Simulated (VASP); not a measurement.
# TiN (Fm-3m) in VASP: band structure with PBE

Aim: the band structure of TiN with PBE.

All numbers are computed with VASP 6.6.1; they aren't measurements. Logs are shortened: lines on timing, memory, paths and dates and some standing lists are left out, and cuts for length are marked.

### Step 1. The structure

Symmetry: Fm-3m, No. 225, cubic system. Conventional cell: a = 4.249 Å, b = 4.249 Å, c = 4.249 Å, α = 90.00°, β = 90.00°, γ = 90.00°. Ti (site symmetry m-3m) has 6 N at 2.12 Å as nearest neighbours. Around N (site symmetry m-3m) lie 6 Ti at 2.12 Å.

### Step 2. Band structure, PBE

POSCAR

```
TiN                                     
1.0
    0.0000000000      2.1245423789      2.1245423789
    2.1245423789      0.0000000000      2.1245423789
    2.1245423789      2.1245423789      0.0000000000
  Ti              N             
     1     1
Direct
     0.0000000000000000    0.0000000000000000    0.0000000000000000
     0.5000000000000000    0.5000000000000000    0.5000000000000000
```

INCAR.step1

```
SYSTEM = TiN
ALGO = Normal
EDIFF = 1E-7
ENCUT = 520
GGA = PE
ISIF = 2
ISMEAR = 0
LASPH = .True.
LCHARG = .True.
LMAXMIX = 4
LREAL = .False.
LWAVE = .False.
NELM = 100
PREC = Accurate
SIGMA = 0.02
```

KPOINTS.step1

```
k-points
0
Gamma
  18 18 18
  0 0 0
```

INCAR.step2

```
SYSTEM = TiN
ALGO = Normal
EDIFF = 1E-7
ENCUT = 520
GGA = PE
ICHARG = 11
ISIF = 2
ISMEAR = 0
LASPH = .True.
LCHARG = .False.
LMAXMIX = 4
LREAL = .False.
LWAVE = .False.
NELM = 100
PREC = Accurate
SIGMA = 0.05
```

KPOINTS.step2

```
path GXWKGLUWLK,UX
20
line-mode
reciprocal
 0.0000000000  0.0000000000  0.0000000000  G
 0.5000000000  0.0000000000  0.5000000000  X

 0.5000000000  0.0000000000  0.5000000000  X
 0.5000000000  0.2500000000  0.7500000000  W

 0.5000000000  0.2500000000  0.7500000000  W
 0.3750000000  0.3750000000  0.7500000000  K

 0.3750000000  0.3750000000  0.7500000000  K
 0.0000000000  0.0000000000  0.0000000000  G

 0.0000000000  0.0000000000  0.0000000000  G
 0.5000000000  0.5000000000  0.5000000000  L

 0.5000000000  0.5000000000  0.5000000000  L
 0.6250000000  0.2500000000  0.6250000000  U

 0.6250000000  0.2500000000  0.6250000000  U
 0.5000000000  0.2500000000  0.7500000000  W

 0.5000000000  0.2500000000  0.7500000000  W
 0.5000000000  0.5000000000  0.5000000000  L

 0.5000000000  0.5000000000  0.5000000000  L
 0.3750000000  0.3750000000  0.7500000000  K

 0.6250000000  0.2500000000  0.6250000000  U
 0.5000000000  0.0000000000  0.5000000000  X
```

Potentials or basis: VASP PAW PBE potentials, release 64 (Ti_sv, N).

On the command line:

```
cat potpaw_PBE.64/Ti_sv/POTCAR potpaw_PBE.64/N/POTCAR > POTCAR
cp INCAR.step1 INCAR
cp KPOINTS.step1 KPOINTS
mpirun -np 1 vasp_std > vasp.out
cp INCAR.step2 INCAR
cp KPOINTS.step2 KPOINTS
mpirun -np 1 vasp_std > vasp.out
```

OUTCAR:

```text
SYSTEM = TiN
   EDIFF = 1E-7
   ENCUT = 520
   GGA = PE
   ICHARG = 11
   ISIF = 2
   ISMEAR = 0
   LASPH = .True.
   LREAL = .False.
   NELM = 100
   PREC = Accurate

 ion  position               nearest neighbor table
   1  0.000  0.000  0.000-   2 2.12   2 2.12   2 2.12   2 2.12   2 2.12   2 2.12
   2  0.500  0.500  0.500-   1 2.12   1 2.12   1 2.12   1 2.12   1 2.12   1 2.12

  LATTYP: Found a face centered cubic cell.
 ALAT       =     4.2490847578

  Lattice vectors:

 A1 = (   0.0000000000,   2.1245423789,   2.1245423789)
 A2 = (   2.1245423789,   0.0000000000,   2.1245423789)
 A3 = (   2.1245423789,   2.1245423789,   0.0000000000)

Analysis of symmetry for initial positions (statically):
=====================================================================
 Subroutine PRICEL returns:
 Original cell was already a primitive cell.

 Routine SETGRP: Setting up the symmetry group for a
 face centered cubic supercell.

 Subroutine GETGRP returns: Found 48 space group operations
 (whereof 48 operations were pure point group operations)
 out of a pool of 48 trial point group operations.

The static configuration has the point symmetry O_h .

Analysis of symmetry for dynamics (positions and initial velocities):
=====================================================================
 Subroutine PRICEL returns:
 Original cell was already a primitive cell.

 Routine SETGRP: Setting up the symmetry group for a
 face centered cubic supercell.

 Subroutine GETGRP returns: Found 48 space group operations
 (whereof 48 operations were pure point group operations)
 out of a pool of 48 trial point group operations.

The dynamic configuration has the point symmetry O_h .

 Subroutine INISYM returns: Found 48 space group operations
 (whereof 48 operations are pure point group operations),
 and found     1 'primitive' translations

----------------------------------------------------------------------------------------

                                     Primitive cell

  volume of cell :      19.1790

  direct lattice vectors                    reciprocal lattice vectors
     0.000000000  2.124542379  2.124542379    -0.235344799  0.235344799  0.235344799
     2.124542379  0.000000000  2.124542379     0.235344799 -0.235344799  0.235344799
     2.124542379  2.124542379  0.000000000     0.235344799  0.235344799 -0.235344799

  length of vectors
     3.004556646  3.004556646  3.004556646     0.407629150  0.407629150  0.407629150

  position of ions in fractional coordinates (direct lattice)
     0.000000000  0.000000000  0.000000000
     0.500000000  0.500000000  0.500000000

  ion indices of the primitive-cell ions
   primitive index   ion index
                 1           1
                 2           2

----------------------------------------------------------------------------------------

 KPOINTS: path GXWKGLUWLK,UX

Interpolating k-points between supplied coordinates.

 Line segments in fractional coordinates (reciprocal lattice):
    0.000000  0.000000  0.000000  ...  0.500000  0.000000  0.500000
    0.500000  0.000000  0.500000  ...  0.500000  0.250000  0.750000
    0.500000  0.250000  0.750000  ...  0.375000  0.375000  0.750000
    0.375000  0.375000  0.750000  ...  0.000000  0.000000  0.000000
    0.000000  0.000000  0.000000  ...  0.500000  0.500000  0.500000
    0.500000  0.500000  0.500000  ...  0.625000  0.250000  0.625000
    0.625000  0.250000  0.625000  ...  0.500000  0.250000  0.750000
    0.500000  0.250000  0.750000  ...  0.500000  0.500000  0.500000
    0.500000  0.500000  0.500000  ...  0.375000  0.375000  0.750000
    0.625000  0.250000  0.625000  ...  0.500000  0.000000  0.500000

 Generated    20 points on each line segment, for a total of    200 k-points:

 Following reciprocal coordinates:
            Coordinates               Weight
  0.000000  0.000000  0.000000      0.005000
  0.026316  0.000000  0.026316      0.005000
  0.052632  0.000000  0.052632      0.005000
  0.078947  0.000000  0.078947      0.005000
  0.105263  0.000000  0.105263      0.005000
  0.131579  0.000000  0.131579      0.005000
[... 16 lines left out ...]
  0.500000  0.026316  0.526316      0.005000
  0.500000  0.039474  0.539474      0.005000
 [... further k-points ...]
   k-points           NKPTS =    200   k-points in BZ     NKDIM =    200   number of bands    NBANDS=     12
   number of dos      NEDOS =    301   number of ions     NIONS =      2
   total plane-waves  NPLWV =  13824
   dimension x,y,z NGX =    24 NGY =   24 NGZ =   24
   dimension x,y,z NGXF=    48 NGYF=   48 NGZF=   48
   ions per type =               1   1
   NGX,Y,Z   is equivalent  to a cutoff of  13.28, 13.28, 13.28 a.u.
   NGXF,Y,Z  is equivalent  to a cutoff of  26.56, 26.56, 26.56 a.u.
 SYSTEM =  TiN
   PREC   = accura    normal or accurate (medium, high low for compatibility)
   ISTART =      0    job   : 0-new  1-cont  2-samecut
   ICHARG =     11    charge: 1-file 2-atom 10-const
   ISPIN  =      1    spin polarized calculation?
   LNONCOLLINEAR =      F non collinear calculations
   LSORBIT =      F    spin-orbit coupling
   LASPH  =      T    aspherical Exc in radial PAW
   ENCUT  =  520.0 eV  38.22 Ry    6.18 a.u.   5.59  5.59  5.59*2*pi/ulx,y,z
   NELM   =    100;   NELMIN=  2; NELMDL=  0     # of ELM steps
   EDIFF  = 0.1E-06   stopping-criterion for ELM
   LREAL  =      F    real-space projection
   EDIFFG = 0.1E-05   stopping-criterion for IOM
   NSW    =      0    number of steps for IOM
   IBRION =     -1    ionic relax: 0-MD 1-quasi-New 2-CG
   NFREE  =      0    steps in history (QN), initial steepest desc. (CG)
   ISIF   =      2    stress and relaxation
   ISYM   =      2    0-nonsym 1-usesym 2-fastsym
   POTIM  = 0.5000    time-step for ionic-motion
   TEBEG  =    0.0;   TEEND  =   0.0 temperature during run
   PSTRESS=    0.0 pullay stress
   NELECT =      17.0000    total number of electrons
   NUPDOWN=      -1.0000    fix difference up-down
   EMIN   =  10.00;   EMAX   =-10.00  energy-range for DOS
   EFERMI =   0.00;   METHOD = LEGACY
   ISMEAR =     0;   SIGMA  =   0.05  broadening in eV -4-tet -1-fermi 0-gaus
   EFERMI_NEDOS =   21; number of points for ismear=-14 and -15
   IALGO  =     38    algorithm
   IMIX   =      4    mixing-type and parameters
     AMIX     =   0.40;   BMIX     =  1.00
     AMIX_MAG =   1.60;   BMIX_MAG =  1.00
  volume/ion in A,a.u.               =       9.59        64.71
  Fermi-wavevector in a.u.,A,eV,Ry     =   1.572591  2.971766 33.647778  2.473042
  Thomas-Fermi vector in A             =   2.674002
   LORBIT       =      0    0 simple, 1 ext, 2 COOP (PROOUT), +10 PAW based schemes
   GGA     = PE    functional components
   LHFCALC =     F    Hartree Fock is set to
   AEXX    =    0.0000 exact exchange contribution
   IVDW    =     0    specifies the selected vdW correction
   LEPSILON=     F    determine dielectric tensor
   LRPA    =     F    only Hartree local field effects (RPA)
 non-spin polarized calculation
 Gauss-broadening in eV      SIGMA  =   0.05
  energy-cutoff  :      520.00
  volume of cell :       19.18
 maximum number of plane-waves:       534
 NGX is ok and might be reduce to    24

 number of electron      17.0000002 magnetization

 Free energy of the ion-electron system (eV)
  ---------------------------------------------------
  ext. energy  EPLUGINS =         0.00000000
  ---------------------------------------------------
  free energy    TOTEN  =       -18.92302592 eV

  energy without entropy =      -18.92150458  energy(sigma->0) =      -18.92226525

 E-fermi :  11.0785     XC(G=0): -12.9912

 val. band max:       11.0656639918   @ k =   0.5000   0.1711   0.6711
 cond. band min:      11.0908231842   @ k =   0.0789   0.0789   0.0789
 fundamental gap:      0.0251591924
 Fermi energy:        11.0784681561

 k-point     1 :       0.0000    0.0000    0.0000
  band No.  band energies     occupation
      1     -46.4999      2.00000
      2     -22.4831      2.00000
      3     -22.4831      2.00000
      4     -22.4831      2.00000
      5      -5.6927      2.00000
      6       9.3399      2.00000
      7       9.3399      2.00000
      8       9.3399      2.00000
      9      10.7685      2.00000
     10      10.7685      2.00000
     11      10.7685      2.00000
     12      11.9508      0.00000

 k-point     2 :       0.0263    0.0000    0.0263
  band No.  band energies     occupation
      1     -46.4990      2.00000
      2     -22.4874      2.00000
      3     -22.4845      2.00000
      4     -22.4845      2.00000
      5      -5.6748      2.00000
      6       9.1633      2.00000
      7       9.2826      2.00000
      8       9.2826      2.00000
      9      10.7470      2.00000
     10      10.8457      2.00000
     11      10.8457      2.00000
     12      11.9574      0.00000

 k-point     3 :       0.0526    0.0000    0.0526
  band No.  band energies     occupation
      1     -46.4965      2.00000
      2     -22.5001      2.00000
      3     -22.4886      2.00000
      4     -22.4886      2.00000
      5      -5.6218      2.00000
      6       8.7342      2.00000
      7       9.1408      2.00000
      8       9.1408      2.00000
      9      10.6838      2.00000
     10      11.0463      1.63675
     11      11.0463      1.63675
     12      11.9770      0.00000
[... 286 lines left out ...]
 k-point    23 :       0.5000    0.0263    0.5263
  band No.  band energies     occupation
      1     -46.3752      2.00000
      2     -23.0037      2.00000
      3     -22.6863      2.00000
      4     -22.6846      2.00000
      5      -4.2731      2.00000
      6       5.5597      2.00000
      7       7.8658      2.00000
      8       8.0770      2.00000
      9       8.6504      2.00000
     10      13.0676      0.00000
     11      13.7290      0.00000
     12      13.7388      0.00000

 k-point    24 :       0.5000    0.0395    0.5395
  band No.  band energies     occupation
      1     -46.3752      2.00000
      2     -23.0010      2.00000
      3     -22.6891      2.00000
      4     -22.6853      2.00000
      5      -4.2591      2.00000
      6       5.5620      2.00000
      7       7.6952      2.00000
      8       7.9861      2.00000
      9       8.8523      2.00000
     10      13.1448      0.00000
     11      13.7166      0.00000
     12      13.7390      0.00000

 [... further k-points ...]
[... 5 lines left out ...]
  --------------------------------------------------------------------------------------
  -------------------------------------------------------------------------------------
  Total        1.4604422      1.4604422      1.4604422     -0.0000000      0.0000000     -0.0000000
  in kB      122.0025065    122.0025065    122.0025065     -0.0000000      0.0000000     -0.0000000
  external PRESSURE =     122.0025065 kB  Pullay stress =       0.0000000 kB

 VOLUME and BASIS-vectors are now :
 -----------------------------------------------------------------------------
  energy-cutoff  :      520.00
  volume of cell :       19.18
      direct lattice vectors                 reciprocal lattice vectors
     0.000000000  2.124542379  2.124542379    -0.235344799  0.235344799  0.235344799
     2.124542379  0.000000000  2.124542379     0.235344799 -0.235344799  0.235344799
     2.124542379  2.124542379  0.000000000     0.235344799  0.235344799 -0.235344799

 POSITION                                       TOTAL-FORCE (eV/Angst)
 -----------------------------------------------------------------------------------
      0.00000      0.00000      0.00000        -0.000000      0.000000      0.000000
      2.12454      2.12454      2.12454         0.000000     -0.000000     -0.000000
 -----------------------------------------------------------------------------------
    total drift:                                0.000000     -0.000000     -0.000000

  FREE ENERGIE OF THE ION-ELECTRON SYSTEM (eV)
  ---------------------------------------------------
  free  energy   TOTEN  =       -18.9230259199 eV

  energy  without entropy=      -18.9215045760  energy(sigma->0) =      -18.92226525
```

It took 37 s on 1 thread of AMD EPYC 9R45 (Zen 5), shared host; peak memory 0.14 GiB.

Results:

```yaml
Band_gap_along_the_path: none (metal or under the smearing width)
```

Levels at the corners of the path, in eV from the Fermi level:
```csv
point,band 4,band 5,band 6,band 7,band 8,band 9,band 10,band 11,band 12
Γ,-33.85,-17.06,-2.03,-2.03,-2.03,-0.60,-0.60,-0.60,0.58
X,-34.06,-15.66,-5.81,-3.22,-3.22,-3.03,1.63,2.37,2.37
X,-34.06,-15.66,-5.81,-3.22,-3.22,-3.03,1.63,2.37,2.37
W,-34.08,-15.20,-5.45,-5.45,-5.33,0.92,0.92,2.37,3.09
W,-34.08,-15.20,-5.45,-5.45,-5.33,0.92,0.92,2.37,3.09
K,-34.00,-15.24,-5.79,-5.70,-4.44,-0.46,1.97,2.30,3.55
K,-34.00,-15.24,-5.79,-5.70,-4.44,-0.46,1.97,2.30,3.55
Γ,-33.85,-17.06,-2.03,-2.03,-2.03,-0.60,-0.60,-0.60,0.58
Γ,-33.85,-17.06,-2.03,-2.03,-2.03,-0.60,-0.60,-0.60,0.58
L,-33.91,-14.63,-8.04,-5.44,-5.44,1.67,1.67,2.34,5.69
L,-33.91,-14.63,-8.04,-5.44,-5.44,1.67,1.67,2.34,5.69
U,-34.00,-15.24,-5.79,-5.70,-4.44,-0.46,1.97,2.30,3.56
U,-34.00,-15.24,-5.79,-5.70,-4.44,-0.46,1.97,2.30,3.55
W,-34.08,-15.20,-5.45,-5.45,-5.33,0.92,0.92,2.37,3.09
W,-34.08,-15.20,-5.45,-5.45,-5.33,0.92,0.92,2.37,3.09
L,-33.91,-14.63,-8.04,-5.44,-5.44,1.67,1.67,2.34,5.69
L,-33.91,-14.63,-8.04,-5.44,-5.44,1.67,1.67,2.34,5.69
K,-34.00,-15.24,-5.79,-5.70,-4.44,-0.46,1.97,2.30,3.55
U,-34.00,-15.24,-5.79,-5.70,-4.44,-0.46,1.97,2.30,3.55
X,-34.06,-15.66,-5.81,-3.22,-3.22,-3.03,1.63,2.37,2.37
```

Caveat: the log is that of the step along the path at fixed density, whose energy, stress, charges and moments have no meaning.
